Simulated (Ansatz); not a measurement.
`C=C(C)C` + `C=C(C)C(=O)O` → `C=C(C)C(=O)OC` + `C=CC`  (substitution at a C–C bond)

Calculated with Ansatz (gas phase, PBE0-D4/def2-TZVP geometries, no zero-point term in ΔE). CBS: MP2 limit from def2 TZ/QZ plus the TZ coupled-cluster correction, frozen cores. This one scheme is used for every species. Functionals use def2-TZVPP. B3LYP here is the variant with VWN-RPA as its local correlation; programs differ in this. Each species was taken in one conformer, which may not be the lowest.

`C=C(C)C`:

```xyz
12

C    -0.516   -1.427    0.289
C    -0.072   -0.199    0.040
C     0.204    0.281   -1.349
C     0.184    0.792    1.131
H    -0.712   -1.763    1.302
H    -0.698   -2.136   -0.511
H    -0.402    1.163   -1.583
H    -0.005   -0.487   -2.094
H     1.251    0.587   -1.453
H    -0.431    1.688    0.994
H    -0.031    0.375    2.116
H     1.227    1.125    1.117
```

`C=C(C)C(=O)O`:

Cartesian coordinates in Å:
```
C -0.507 1.077 -1.178
C -0.033 0.225 -0.274
C 1.385 -0.242 -0.221
C -0.997 -0.282 0.742
O -2.161 0.010 0.817
O -0.417 -1.136 1.607
H 0.132 1.490 -1.950
H -1.548 1.373 -1.157
H 1.445 -1.329 -0.317
H 1.848 0.012 0.735
H 1.967 0.212 -1.024
H -1.112 -1.409 2.221
```

`C=C(C)C(=O)OC`:

Z-matrix (Å, degrees):
```
C
C 1 1.494
H 1 1.093 2 111.1
H 1 1.090 2 110.5 3 -120.8
H 1 1.093 2 111.1 3 118.5
C 2 1.491 1 119.0 3 -59.1
C 2 1.330 1 124.0 3 120.9
O 6 1.204 2 125.6 1 -179.7
O 6 1.341 2 111.4 1 0.3
H 7 1.084 2 121.3 1 -0.0
H 7 1.083 2 120.2 1 180.0
C 9 1.422 6 115.1 2 180.0
H 12 1.091 9 110.6 6 60.2
H 12 1.091 9 110.6 6 -60.2
H 12 1.088 9 105.9 6 -180.0
```

`C=CC`:

Cartesian coordinates in Å:
```
C 0.148 0.088 1.375
C -0.142 0.503 0.150
C -0.034 -0.325 -1.084
H 0.497 -0.923 1.562
H 0.048 0.741 2.234
H -0.488 1.526 0.012
H -1.002 -0.405 -1.589
H 0.656 0.128 -1.802
H 0.319 -1.333 -0.858
```

```
             level  ΔE (kJ/mol)  difference from CCSD(T)/CBS
         r2SCAN-D4         55.9                         -0.2
           PBE0-D4         58.3                          2.2
          B3LYP-D4         51.4                         -4.7
           ωB97X-V         52.9                         -3.2
            B2PLYP         52.8                         -3.3
               PBE         55.9                         -0.2
            r2SCAN         56.0                         -0.1
              PBE0         57.8                          1.7
             B3LYP         50.1                         -6.0
     HF/def2-TZVPP         46.6                         -9.5
    MP2/def2-TZVPP         60.6                          4.5
SCS-MP2/def2-TZVPP         54.9                         -1.2
CCSD(T)/def2-TZVPP         54.4                         -1.7
     HF/def2-QZVPP         46.2                         -9.9
    MP2/def2-QZVPP         61.5                          5.4
    CCSD/CBS(def2)         56.0                         -0.1
       CCSD(T)/CBS         56.1                            0
```

Largest T1 diagnostic among the species: 0.014.

In def2-TZVPP, CCSD(T) changes the Hartree–Fock value by +7.9 kJ/mol (the triples alone add +0.2 kJ/mol) and MP2 by +14.1 kJ/mol.

CCSD(T)/CBS has its own doubt, a few kJ/mol and more with outer-core shells, so smaller differences from it don't rank the levels.
